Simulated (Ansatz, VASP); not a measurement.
## Two plane-wave programs on Rh

INCAR

```
ALGO = Fast ; EDIFF = 1E-6
ENCUT = 520 ; GGA = PE
ISIF = 2 ; ISMEAR = 0
LASPH = True ; LCHARG = False
LREAL = False ; LWAVE = False
NBANDS = 14 ; NELM = 80
PREC = Accurate ; SIGMA = 0.1
```

Contents of KPOINTS:

```
k-points
0
Gamma
  18 18 18
```

POSCAR

```
Rh
1.0
    0.0000000000      1.7344830720      1.7344830720
    1.9622250720     -0.2277420000      1.9622250720
    1.7344830720      1.7344830720      0.0000000000
Rh
1
Direct
    0.0000000000      0.0000000000      0.0000000000
```

Input for Ansatz:

```yaml
crystal:
  lattice:
    - [0.0, 1.734483072, 1.734483072]
    - [1.962225072, -0.227742, 1.962225072]
    - [1.734483072, 1.734483072, 0.0]
  atoms:
    - { symbol: Rh, position: [0.0, 0.0, 0.0] }
basis:
  ecutwfc: 420
kpoints:
  mp_grid: { grid: [18, 18, 18] }
hamiltonian:
  xc: pbe
scf:
  occupations: { method: gaussian, width: 0.1 }
output:
  forces: true
  stress: true
  eigenvalues: true
```

Alike in both runs: task single point; functional PBE; k mesh 18 × 18 × 18; occupations gaussian, width 0.1 eV; no spin polarisation.

```csv
,VASP,Ansatz
version,VASP 6.6.1,Ansatz 0.2.0
potentials or method,"VASP PAW PBE potentials, release 64 (Rh_pv)","scalar-relativistic, plane waves, PAW"
plane-wave cutoff (eV),520,420
valence electrons in the cell,15,17
```

Ansatz gave:

* gap on the k mesh at the Fermi level (eV): none
* pressure (GPa): 57.3
* largest component of the traceless stress (GPa): 31.91

**Question.** Estimate VASP's values.

**Answer.** gap on the k mesh at the Fermi level (eV): none; pressure (GPa): 57.4; largest component of the traceless stress (GPa): 32.00.

A gap of «none» marks a metal or a gap that the smearing closes. The two sets of potentials don't hold the same shells in valence.

Caveats: so large a pressure means that the cell lies far from this level's equilibrium, or that cutoff or potentials fall short (VASP).
